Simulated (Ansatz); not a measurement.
# HgTe: the cost of one run

Program: Ansatz 0.2.0. Level of theory: DFT PBE, scalar-relativistic. These are calculated values, not measurements.

## (1) The system as given

It takes space group F-43m (No. 216, cubic). The conventional cell has a = 6.447 Å, b = 6.447 Å, c = 6.447 Å, α = 90.00°, β = 90.00°, γ = 90.00°. Around Hg (site symmetry -43m) lie 4 Te at 2.79 Å. Around Te (site symmetry -43m) lie 4 Hg at 2.79 Å.

As a file:

```cif
data_structure
_symmetry_space_group_name_H-M 'P 1'
_symmetry_Int_Tables_number 1
_cell_length_a 4.5587
_cell_length_b 4.5587
_cell_length_c 4.5587
_cell_angle_alpha 60.000
_cell_angle_beta 60.000
_cell_angle_gamma 60.000
_cell_volume 66.99
loop_
_atom_site_label
_atom_site_type_symbol
_atom_site_fract_x
_atom_site_fract_y
_atom_site_fract_z
_atom_site_occupancy
Hg1 Hg 0.00000 0.00000 0.00000 1
Te1 Te 0.75000 0.75000 0.75000 1
```

Atoms are numbered in the order of the input: Hg1, Te2.

## (2) After the deformation

Space group F-43m before, I-4m2 after.

## (3) All-electron LAPW

The input, input.yaml:

```yaml
crystal:
  lattice:
    - [0.0, 3.2235, 3.255735]
    - [3.2235, 0.0, 3.255735]
    - [3.2235, 3.2235, 0.0]
  atoms:
    - { symbol: Hg, position: [0.0, 0.0, 0.0] }
    - { symbol: Te, position: [0.75, 0.75, 0.75] }
kpoints:
  mp_grid: { grid: [11, 11, 11] }
  band_path:
    path:
      - [0.0, 0.0, 0.0]
      - [0.5, 0.0, 0.5]
      - [0.75, 0.25, 0.5]
      - [0.5, 0.5, 0.5]
      - [0.0, 0.0, 0.0]
      - [0.5, 0.5, 0.0]
      - [0.6274629938, 0.6274629938, 0.2549259876]
      - [0.3725370062, 0.3725370062, 0.7450740124]
      - [0.0, 0.0, 0.0]
    npoints: 5
scf:
  occupations: { method: fermi_dirac, width: 0.03 }
hamiltonian:
  xc: pbe
  pseudopotentials: { kind: all_electron, lapw: { basis_error: 0.0005 } }
output:
  forces: true
  stress: true
  eigenvalues: true
```

Command:

```sh
ansatz run input.yaml --threads 1 --pin off --max-ram 3072MiB --backend cpu --events-out ev --progress --plain --runs-dir out
```

**Question.** How long does this run take on 1 thread of Intel Xeon 6975P-C (Granite Rapids), shared host, and how much memory does it need?

About 59 s, with a peak of 0.73 GiB.
